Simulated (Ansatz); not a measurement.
**(16,0) blue phosphorene nanotube (64 atoms): geometry optimisation**

Aim: bring (16,0) blue phosphorene nanotube (64 atoms) to a nearby minimum of the energy and see what moves.

Calculated with Ansatz 0.2.0; Kohn-Sham DFT, PBE+D3(BJ), PAW (set soft_2), plane waves.

## Step 1: Starting point

The cell holds 64 atoms: 64 P. Cell: a = 26.945 Å, b = 26.945 Å, c = 5.681 Å, α = 90.0°, β = 90.0°, γ = 90.0°. It derives from P (blue phosphorene). Blue phosphorene sheet (a = 3.28 Å) rolled into a (16,0) tube of diameter 16.70 Å, 1 period, 9 Å of vacuum; not relaxed, displaced by a Gaussian of 0.02 Å. Vacuum lies along a and b. The structure repeats along c.

Limits known from the start: The cell is under 6 Å thick along one periodic direction, so every atom has periodic images of itself close by, which move with it and show among its neighbours and in g(r).

## Step 2: Single point at the start

A single point comes first, to see the forces before anything moves.

input.yaml

```yaml
crystal:
  lattice:
    - [26.9449, 0.0, 0.0]
    - [0.0, 26.9449, 0.0]
    - [0.0, 0.0, 5.68113]
  atoms:
    - { symbol: P, position: [0.83203, 0.49978, 0.33109] }
    - { symbol: P, position: [0.78085, 0.5564, 0.16921] }
    - { symbol: P, position: [0.80802, 0.62613, 0.33629] }
    - { symbol: P, position: [0.73833, 0.66021, 0.16515] }
    - { symbol: P, position: [0.82685, 0.56418, 0.83479] }
    - { symbol: P, position: [0.76483, 0.60911, 0.669] }
    - { symbol: P, position: [0.73565, 0.73523, 0.33031] }
    - { symbol: P, position: [0.65947, 0.73976, 0.16947] }
    - { symbol: P, position: [0.7772, 0.68612, 0.82848] }
    - { symbol: P, position: [0.70226, 0.70345, 0.66733] }
    - { symbol: P, position: [0.62823, 0.8065, 0.33636] }
    - { symbol: P, position: [0.55666, 0.78119, 0.17148] }
    - { symbol: P, position: [0.68501, 0.7762, 0.83206] }
    - { symbol: P, position: [0.61076, 0.76517, 0.66651] }
    - { symbol: P, position: [0.49929, 0.83293, 0.32787] }
    - { symbol: P, position: [0.44394, 0.78264, 0.16737] }
    - { symbol: P, position: [0.56584, 0.82614, 0.83577] }
    - { symbol: P, position: [0.50023, 0.78636, 0.66705] }
    - { symbol: P, position: [0.37376, 0.80645, 0.3326] }
    - { symbol: P, position: [0.34186, 0.73862, 0.16605] }
    - { symbol: P, position: [0.43613, 0.82644, 0.82955] }
    - { symbol: P, position: [0.38937, 0.76473, 0.65984] }
    - { symbol: P, position: [0.26414, 0.73593, 0.33127] }
    - { symbol: P, position: [0.26258, 0.65876, 0.15789] }
    - { symbol: P, position: [0.31404, 0.77764, 0.83801] }
    - { symbol: P, position: [0.2956, 0.70239, 0.66562] }
    - { symbol: P, position: [0.19317, 0.62788, 0.33286] }
    - { symbol: P, position: [0.21823, 0.55697, 0.16703] }
    - { symbol: P, position: [0.22392, 0.68543, 0.83841] }
    - { symbol: P, position: [0.2348, 0.60909, 0.66667] }
    - { symbol: P, position: [0.16722, 0.49912, 0.32944] }
    - { symbol: P, position: [0.21875, 0.44411, 0.16661] }
    - { symbol: P, position: [0.17467, 0.56477, 0.83634] }
    - { symbol: P, position: [0.21151, 0.5008, 0.66604] }
    - { symbol: P, position: [0.1921, 0.3727, 0.33233] }
    - { symbol: P, position: [0.26098, 0.34165, 0.16562] }
    - { symbol: P, position: [0.17298, 0.4345, 0.83649] }
    - { symbol: P, position: [0.23458, 0.39175, 0.6629] }
    - { symbol: P, position: [0.26375, 0.26518, 0.33024] }
    - { symbol: P, position: [0.34001, 0.25935, 0.16662] }
    - { symbol: P, position: [0.2235, 0.31482, 0.83176] }
    - { symbol: P, position: [0.29619, 0.29688, 0.665] }
    - { symbol: P, position: [0.37253, 0.19105, 0.3272] }
    - { symbol: P, position: [0.44576, 0.21777, 0.16284] }
    - { symbol: P, position: [0.3147, 0.22385, 0.83243] }
    - { symbol: P, position: [0.39049, 0.2343, 0.66305] }
    - { symbol: P, position: [0.50111, 0.16587, 0.33279] }
    - { symbol: P, position: [0.55608, 0.21618, 0.1622] }
    - { symbol: P, position: [0.43507, 0.1735, 0.83319] }
    - { symbol: P, position: [0.50109, 0.21329, 0.66383] }
    - { symbol: P, position: [0.62676, 0.19208, 0.32948] }
    - { symbol: P, position: [0.65956, 0.26103, 0.1715] }
    - { symbol: P, position: [0.56521, 0.17291, 0.82995] }
    - { symbol: P, position: [0.60888, 0.23566, 0.6635] }
    - { symbol: P, position: [0.73532, 0.26358, 0.32431] }
    - { symbol: P, position: [0.73861, 0.34027, 0.16285] }
    - { symbol: P, position: [0.68633, 0.22249, 0.83542] }
    - { symbol: P, position: [0.70405, 0.29798, 0.66924] }
    - { symbol: P, position: [0.807, 0.37138, 0.3316] }
    - { symbol: P, position: [0.78119, 0.44494, 0.16583] }
    - { symbol: P, position: [0.77705, 0.31536, 0.83725] }
    - { symbol: P, position: [0.76455, 0.39063, 0.65952] }
    - { symbol: P, position: [0.82635, 0.43515, 0.83235] }
    - { symbol: P, position: [0.78686, 0.50095, 0.66765] }
kpoints:
  mp_grid: { grid: [1, 1, 3] }
hamiltonian:
  xc: pbe
  dispersion: d3bj
scf:
  occupations: { method: gaussian, width: 0.05 }
output:
  forces: true
```

Command:

```
$ ansatz run input.yaml --threads 4 --pin off --max-ram 8192MiB --backend cpu --events-out ev --progress --plain --runs-dir out
```

Numbers of over 12 decimals in the logs are rounded to 6 here.

The log of the run:

```text
Engine: ansatz 0.2.0, aarch64-unknown-linux-gnu
Pseudopotentials: kind: paw
Pseudopotential: P, paw, valence charge 5, recommended cutoff 420 eV (normal), P.paw.azcp
[... 5 lines on functional and potentials left out ...]
Crystal: 64 atoms, lattice volume = 4124.657 Å³
Basis set: ecut = 420 eV, 80763 PW (Γ), exchange–correlation on 384×384×80 points (8 copies of the dense FFT grid, shifted against one another)
Bands: 224, of which v1, the nominal top of the filled ones, is band 160 counted from 1 (159 counted from 0)
Symmetry: 1 space group operations
Space group: P1 (ITA 1), of the structure as read, at distance tolerance 1.6e-4 Å
k-points: 2 of 3 (time reversal used)
[... 3 lines on functional and potentials left out ...]
Initial density: superposition of atomic densities (neutral atoms: chi_scale 0, normalization atom), corrected by the library's trained network
Initial wavefunctions: pseudopotential atomic-orbital guess
Functional: x = pbe(κ = 0.804, μ = 0.219515), c = pbe(β = 0.066725)
SCF iter   1: F=—  HF=-48373.990273 eV  |F-HF|=—  |Δ(HF+E_count)|=         —  Δρ=2.09e-3  dr2=5.39e-1  ethr=1.77e-3  ⟨swp⟩=8.0  Hψ=2622  notcnv=0  defer=33
preconditioner: auto → Resta (q_TF=auto, 1.782 Å⁻¹)  ε∞=2.4  [insulator: Δε(μ)=1.698 eV  Ē_g=8.718 eV  σ=0.050 eV  W_gap=1.00  n_scr=402 (ndim 8)  ℏωp=10.3 eV  f_vac=0.607  D(μ)=0.00/eV (n_scr^D=0)  ε∞_Penn≈2.4  vacuum switching on, ρ_ref=5.5e-3 e/Å³]
SCF iter   2: F=—  HF=-48373.965879 eV  |F-HF|=—  |Δ(HF+E_count)|=   2.44e-2  Δρ=1.29e-3  dr2=2.93e-1  ethr=1.68e-4  ⟨swp⟩=3.5  Hψ=855  notcnv=0  defer=112
SCF iter   3: F=—  HF=-48373.935096 eV  |F-HF|=—  |Δ(HF+E_count)|=   3.08e-2  Δρ=6.51e-4  dr2=3.01e-2  ethr=9.15e-5  ⟨swp⟩=2.0  Hψ=524  notcnv=0  defer=36
automatic band count: iteration 3 solves 186 bands in place of 224: the levels show a gap, and the empty bands left out lie too high to hold charge; the band table lists the bands solved (type scf.n_extra_bands for more)
SCF iter   4: F=—  HF=-48373.938814 eV  |F-HF|=—  |Δ(HF+E_count)|=   3.72e-3  Δρ=1.84e-4  dr2=2.24e-3  ethr=9.39e-6  ⟨swp⟩=2.5  Hψ=708  notcnv=0  defer=36
SCF iter   5: F=—  HF=-48373.940302 eV  |F-HF|=—  |Δ(HF+E_count)|=   1.49e-3  Δρ=7.81e-5  dr2=1.65e-3  ethr=7.00e-7  ⟨swp⟩=3.0  Hψ=773  notcnv=0  defer=36
SCF iter   6: F=—  HF=-48373.940170 eV  |F-HF|=—  |Δ(HF+E_count)|=   1.32e-4  Δρ=2.30e-5  dr2=5.20e-5  ethr=5.15e-7  ⟨swp⟩=2.0  Hψ=486  notcnv=0  defer=36
SCF iter   7: F=—  HF=-48373.940786 eV  |F-HF|=—  |Δ(HF+E_count)|=   6.16e-4  Δρ=1.16e-5  dr2=1.87e-5  ethr=1.63e-8  ⟨swp⟩=3.5  Hψ=780  notcnv=0  defer=36
SCF iter   8: F=—  HF=-48373.940787 eV  |F-HF|=—  |Δ(HF+E_count)|=   2.21e-7  Δρ=5.54e-6  dr2=2.33e-6  ethr=5.84e-9  ⟨swp⟩=2.0  Hψ=501  notcnv=0  defer=36
SCF iter   9: F=—  HF=-48373.940788 eV  |F-HF|=—  |Δ(HF+E_count)|=   1.19e-6  Δρ=2.18e-6  dr2=4.80e-7  ethr=7.27e-10  ⟨swp⟩=2.0  Hψ=581  notcnv=0  defer=36
SCF iter  10: F=-48373.940788 eV  HF=-48373.940788 eV  |F-HF|=4.29e-10  |Δ(HF+E_count)|=   1.49e-7  Δρ=8.15e-7  dr2=5.05e-8  ethr=3.13e-11  ⟨swp⟩=5.5  Hψ=1496  notcnv=0
SCF 1 converged in 10 iterations: F = -48373.940788 eV  dr2 = 5.05e-8
  greatest PAW one-centre occupation: 0.821 electrons in one spin orbital (limit 2), on the P atom at site 56 (counted from 0), in its partial waves of l = 0
SCF converged after 10 iterations
Free energy (F): -48373.940788 eV
Harris-Foulkes:  -48373.940788 eV  (|F-HF|=4.29e-10)
Internal energy: -48373.940788 eV  (E = F + TS)
E sigma→0 (E₀):  -48373.940788 eV
Fermi energy:    -1.409799 eV
--- Per-component energies (eV) ---
  E_band       = -2450.987975
  E_kinetic    = 4449.554236
  E_local      = -61080.474272  (includes V_loc(G=0)·N_el)
  E_nonlocal   = 2175.790904
  E_hartree    = 28165.786109
  E_xc         = -3903.516424
  E_vxc        = -3844.972515  (∫ρ·V_xc dr)
  E_paw        = -36437.654326  (= ΣΔE_a)
  E_vpaw       = -482.461294  (= ΣTr[D̂ρ^β])
  E_aug_tail   = 0.000209  (compensation charges beyond the density's cutoff)
  E_ewald      = 18270.330956
  E_disp       = -13.758180  (pairwise vdW)
  E_smearing   = -0.000000  (= −TS)
  E_closure    = -0.000000  (closes the sum)
  Σ components = -48373.940788   (vs F -48373.940788, Δ=0.00e0)
--- Forces (eV/Å), atoms counted from 1 ---
  atom   1  P      0.32963464     0.21407605     0.25883071
  atom   2  P     -0.06823698    -0.26030911    -0.32651797
  atom   3  P     -0.17496331     0.39904927     0.02783820
  atom   4  P      0.30862098    -0.32589183    -0.18416322
  atom   5  P      0.01470587     0.32924729     0.17740517
  atom   6  P      0.10656046     0.22917476    -0.04088048
  atom   7  P      0.03314223     0.30256614     0.35629242
  atom   8  P      0.06982212    -0.71108692    -0.36347103
  atom   9  P     -0.17057093    -0.29048395     0.22062933
  atom  10  P      0.21522197    -0.40514469    -0.25146430
  atom  11  P     -0.03190908     0.90257984     0.08193277
  atom  12  P     -0.18160635    -0.15907990    -0.29764817
  atom  13  P      0.22440065     0.53174595     0.24477013
  atom  14  P     -0.32270899    -0.33919604     0.08888605
[...]
atom  63  P     -0.10576018     0.08700939    -0.03920988
  atom  64  P     -0.11220107    -0.36146521    -0.11251586
  max |Σ_I F_I| component: 1.77e-5 eV/Å
```

It took 59 s on 4 threads of Arm Neoverse V2, shared host; peak memory 4.9 GiB.

Reading the cycles: dr2 is the Hartree energy of the density residual (eV), the measure of convergence; HF is the Harris–Foulkes estimate of the energy, which meets the free energy F at convergence.

The program notes that it cut back its work space to fit the memory limit.

Read from the output:

| Property | Result |
| --- | --- |
| free energy | -48373.9408 eV |
| free energy per atom | -755.8428 eV/atom |
| SCF cycles | 10 |
| r.m.s. force component | 0.3016 eV/Å |
| longest force | 0.9745 eV/Å |
| Fermi energy | -1.41 eV |

The r.m.s. force component of 0.30 eV/Å sets the starting point.

Length of the force by element:

| element | coordination | atoms | mean length of the force (eV/Å) | spread | least | most |
| --- | --- | --- | --- | --- | --- | --- |
| P | all | 64 | 0.486 | 0.191 | 0.127 | 0.975 |

## Step 3: Relaxation

The atoms are relaxed in the fixed cell, aiming at the force tolerance of the input.

Edit input.yaml of step 2 so:

```diff
@@ -16 +16,4 @@
   forces: true
+relax:
+  f_tol: 0.05
+  max_steps: 47
```

The log of the run:

```text
[...]
Crystal: 64 atoms, lattice volume = 4124.657 Å³
Basis set: ecut = 420 eV, 80763 PW (Γ), exchange–correlation on 384×384×80 points (8 copies of the dense FFT grid, shifted against one another)
Bands: 224, of which v1, the nominal top of the filled ones, is band 160 counted from 1 (159 counted from 0)
Symmetry: 1 space group operations
[...]
k-points: 2 of 3 (time reversal used)
[...]
SCF iter   1: F=—  HF=-48373.990270 eV  |F-HF|=—  |Δ(HF+E_count)|=         —  Δρ=2.09e-3  dr2=5.39e-1  ethr=1.77e-3  ⟨swp⟩=8.0  Hψ=2622  notcnv=0  defer=33
[...]
SCF iter   7: F=-48373.940774 eV  HF=-48373.940787 eV  |F-HF|=1.32e-5  |Δ(HF+E_count)|=   1.36e-5  Δρ=1.24e-5  dr2=2.17e-5  ethr=1.63e-8  ⟨swp⟩=5.0  Hψ=1370  notcnv=0
SCF 1 converged in 7 iterations: F = -48373.940774 eV  dr2 = 2.17e-5
[...]
relax step   1: F+E_penalty+E_count = -48373.94077364 eV  Δ(F+E_penalty+E_count) = +0.000e0 eV  max|allowed force component| = 9.025e-1 eV/Å  Δτ_max = 0.0000 Å  (7 SCF iters, dr2 threshold 6.25e-5 eV, accepted)
[...]
relax step   2: F+E_penalty+E_count = -48374.30096896 eV  Δ(F+E_penalty+E_count) = -3.602e-1 eV  max|allowed force component| = 2.745e-1 eV/Å  Δτ_max = 0.0948 Å  (7 SCF iters, dr2 threshold 5.09e-5 eV, accepted)
[...]
relax step   3: F+E_penalty+E_count = -48374.39564366 eV  Δ(F+E_penalty+E_count) = -9.467e-2 eV  max|allowed force component| = 2.135e-2 eV/Å  Δτ_max = 0.0614 Å  (7 SCF iters, dr2 threshold 4.71e-6 eV, accepted)
[...]
relax step   4: F+E_penalty+E_count = -48374.39564532 eV  Δ(F+E_penalty+E_count) = -1.658e-6 eV  max|allowed force component| = 2.140e-2 eV/Å  Δτ_max = 0.0000 Å  (5 SCF iters, accepted)
SCF converged after 5 iterations
Free energy (F): -48374.395645 eV
[...]
Internal energy: -48374.395645 eV  (E = F + TS)
E sigma→0 (E₀):  -48374.395645 eV
Fermi energy:    -1.404440 eV
[...]
--- Forces (eV/Å), atoms counted from 1 ---
  atom   1  P      0.00305018    -0.00529428     0.00088077
  atom   2  P     -0.00327758     0.00282825     0.00657711
  atom   3  P      0.00617002    -0.00086832     0.00299223
  atom   4  P      0.00285821     0.00033440     0.00423866
  atom   5  P      0.00624401     0.00590872    -0.00133610
  atom   6  P     -0.01078924    -0.00629916    -0.00459635
  atom   7  P      0.01213216     0.00579505     0.00573067
  atom   8  P     -0.00529569    -0.00135727     0.00557543
  atom   9  P      0.01072335     0.00664705     0.00218965
  atom  10  P     -0.00213127    -0.00734525    -0.01016087
  atom  11  P      0.00385732     0.00613688    -0.00451561
  atom  12  P     -0.00002512    -0.00576562    -0.00453707
  atom  13  P      0.01086466     0.01125141     0.00212347
  atom  14  P     -0.00742819    -0.01843442     0.00533097
[...]
atom  63  P      0.01109431     0.00425442    -0.00031106
  atom  64  P     -0.00352583    -0.00214030    -0.00381624
  max |Σ_I F_I| component: 1.38e-5 eV/Å
--- Relaxed structure (4 steps of the walk, 4 accepted, 0 SCFs on fresh bases) ---
  F+E_penalty+E_count = -48374.39564532 eV   max|allowed force component| = 2.140e-2 eV/Å
  atoms:
    - { symbol: P, position: [0.832684, 0.500008, 0.333011] }
    - { symbol: P, position: [0.781227, 0.556114, 0.164606] }
    - { symbol: P, position: [0.807739, 0.627552, 0.332113] }
    - { symbol: P, position: [0.738550, 0.659441, 0.164164] }
[...]
- { symbol: P, position: [0.786493, 0.500211, 0.665193] }
```

Elapsed: 3 min, on 4 threads; peak memory 5 GiB; 12 min of CPU time.

Relaxation path:

| step | energy less that of the first step (eV) | largest force component (eV/Å) |
| --- | --- | --- |
| 1 | 0.0000 | 0.9025 |
| 2 | -0.3602 | 0.2745 |
| 3 | -0.4549 | 0.0214 |
| 4 | -0.4549 | 0.0214 |

The atoms that moved most (Å):

| atom | dx | dy | dz | length |
| --- | --- | --- | --- | --- |
| P25 | 0.040 | -0.038 | -0.038 | 0.067 |
| P55 | -0.011 | 0.031 | 0.058 | 0.067 |
| P40 | 0.029 | 0.056 | 0.000 | 0.063 |
| P26 | 0.058 | -0.006 | -0.011 | 0.060 |
| P48 | -0.012 | 0.050 | 0.025 | 0.057 |
| P58 | -0.052 | -0.014 | -0.017 | 0.056 |
| P16 | 0.016 | -0.047 | -0.022 | 0.054 |
| P44 | -0.046 | 0.006 | 0.025 | 0.053 |

The relaxation changed the energy by -7.11 meV/atom, and atoms moved by 0.038 Å r.m.s., 0.067 Å at most.

## Step 4: Distances and neighbours after relaxation

Bonds before and after, by the cutoffs listed below:

| pair | bonds before | bonds after | mean before (Å) | mean after (Å) | spread before (Å) | spread after (Å) |
| --- | --- | --- | --- | --- | --- | --- |
| P-P | 96 | 96 | 2.259 | 2.262 | 0.029 | 0.001 |

Normalised to the volume that the atoms fill. Pair distribution function in bins of 0.1 Å:

| r (Å) | total |
| --- | --- |
| 2.15 | 0.00 |
| 2.25 | 16.30 |
| 2.35 | 0.00 |
| 2.45 | 0.00 |
| 2.55 | 0.00 |
| 2.65 | 0.00 |
| 2.75 | 0.00 |
| 2.85 | 0.00 |
| 2.95 | 0.00 |
| 3.05 | 3.07 |
| 3.15 | 0.00 |
| 3.25 | 5.41 |
| 3.35 | 5.09 |
| 3.45 | 1.31 |
| 3.55 | 0.99 |
| 3.65 | 0.00 |
| 3.75 | 0.00 |
| 3.85 | 0.00 |
| 3.95 | 5.34 |
| 4.05 | 0.00 |
| 4.15 | 0.00 |
| 4.25 | 0.00 |
| 4.35 | 0.00 |
| 4.45 | 0.00 |
| 4.55 | 0.00 |
| 4.65 | 0.00 |
| 4.75 | 0.00 |
| 4.85 | 0.00 |
| 4.95 | 0.00 |
| 5.05 | 2.18 |
| 5.15 | 4.24 |
| 5.25 | 0.03 |
| 5.35 | 1.95 |
| 5.45 | 0.00 |
| 5.55 | 0.00 |
| 5.65 | 1.75 |
| 5.75 | 0.00 |
| 5.85 | 0.05 |
| 5.95 | 2.35 |
| 6.05 | 0.00 |
| 6.15 | 0.00 |
| 6.25 | 0.00 |
| 6.35 | 0.00 |
| 6.45 | 1.36 |

Bonds by pair of elements; cutoffs follow the first minimum of g(r), held within bounds set by covalent radii, and pairs that aren't listed don't count as bonded:

| pair A-B | cutoff (Å) | bonds | mean length (Å) | spread (Å) | shortest (Å) | B about A | A about B |
| --- | --- | --- | --- | --- | --- | --- | --- |
| P-P | 2.68 | 96 | 2.26 | 0.001 | 2.26 | 3 | 3 |

How many atoms have how many bonded neighbours:

| element | mean | 3 |
| --- | --- | --- |
| P | 3 | 64 |

Bond angles, per cent of each kind in bins of 5°:

| angle (°) | P-P-P |
| --- | --- |
| 80–85 | 16.7 |
| 85–90 | 0.0 |
| 90–95 | 33.3 |
| 95–100 | 33.3 |
| 100–105 | 16.7 |

Bond angles (no mean is given where the spread exceeds 20°):

| angle | count | mean (°) | spread (°) |
| --- | --- | --- | --- |
| P-P-P | 192 | 92.8 | 5.5 |

With the cutoffs above, all P atoms have 3 bonded neighbours. The P-P-P angle averages 93° with a spread of 6°.

(Part 1 of 2 ends here.)

[Logs are printed without paths, hosts, clocks, repeated set-up lines and the standing remarks that a program may print on its own settings, such as how far it seeks lower states.]

[Hosts, paths, dates, database ids (printed as entryN), source tags and the programs' standing remarks are cut or masked in the printed files.]
